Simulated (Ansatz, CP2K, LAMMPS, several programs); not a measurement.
Energy against volume for Si (C2/m) from a database structure, at fixed shape and fractional coordinates, computed by several methods (PBE and r2SCAN, where shown, with plane waves in Ansatz); the cell shown is that of r2SCAN. With free coordinates or axes held, a curve is too stiff, and on another method's shape its minimum isn't the method's own volume. The symmetry is C2/m (No. 12, monoclinic); a = 13.839 Å, b = 3.851 Å, c = 6.335 Å, β = 96.8° in the conventional setting, 20.95 Å³ an atom. Si has 4 Si at 2.34–2.38 Å; Si has 4 Si at 2.38–2.42 Å; Si has 4 Si at 2.32–2.34 Å; Si has 4 Si at 2.32–2.42 Å. No spin polarisation and no zero-point or thermal motion. Energies count from each curve's lowest point; fits are third-order Birch-Murnaghan.

```
CELL_PARAMETERS angstrom
6.91967 -1.92533 -0.00001
6.91967 1.92533 -0.00001
-0.74746 0.00000 6.29112
ATOMIC_POSITIONS crystal
Si 0.05562 0.05562 0.87408
Si 0.94438 0.94438 0.12592
Si 0.55900 0.55900 0.65354
Si 0.44100 0.44100 0.34646
Si 0.21283 0.21283 0.05731
Si 0.78717 0.78717 0.94269
Si 0.72709 0.72709 0.58547
Si 0.27291 0.27291 0.41453
```

Si.sw (LAMMPS), on the shape of its own relaxed cell:
```
V (Å³/atom)  E (meV/atom)
     19.860         25.84
     20.494          6.14
     21.128          0.00
     21.762          5.56
     22.396         21.21
```
V₀ = 21.13 Å³ an atom and B₀ = 98 GPa.

SiC_Erhart-Albe.tersoff (LAMMPS), on the shape of its own relaxed cell:
```tsv
V (Å³/atom)	E (meV/atom)
19.731	24.35
20.360	5.75
20.990	0.00
21.620	5.16
22.250	19.58
```
V₀ = 20.99 Å³ an atom and B₀ = 92 GPa.

Question: r2SCAN, on the shape of its own relaxed cell, gives
```tsv
V (Å³/atom)	E (meV/atom)
19.696	24.17
20.325	5.73
20.954	0.00
21.582	5.14
22.211	19.56
```
What equilibrium volume and bulk modulus follow?

Answer: V₀ = 20.95 Å³ an atom and B₀ = 92 GPa.

PBE/DZVP (CP2K), on the shape of the cell shown:
```tsv
V (Å³/atom)	E (meV/atom)
18.439	119.56
19.696	31.02
20.954	0.00
22.211	11.21
23.468	53.25
```
V₀ = 21.19 Å³ an atom and B₀ = 85 GPa.

Question: PBE/SZV (CP2K), on the shape of the cell shown, gives
```tsv
V (Å³/atom)	E (meV/atom)
18.439	238.55
19.696	96.78
20.954	23.07
22.211	0.00
23.468	14.61
```
What equilibrium volume and bulk modulus follow?

Answer: V₀ = 22.29 Å³ an atom and B₀ = 83 GPa.
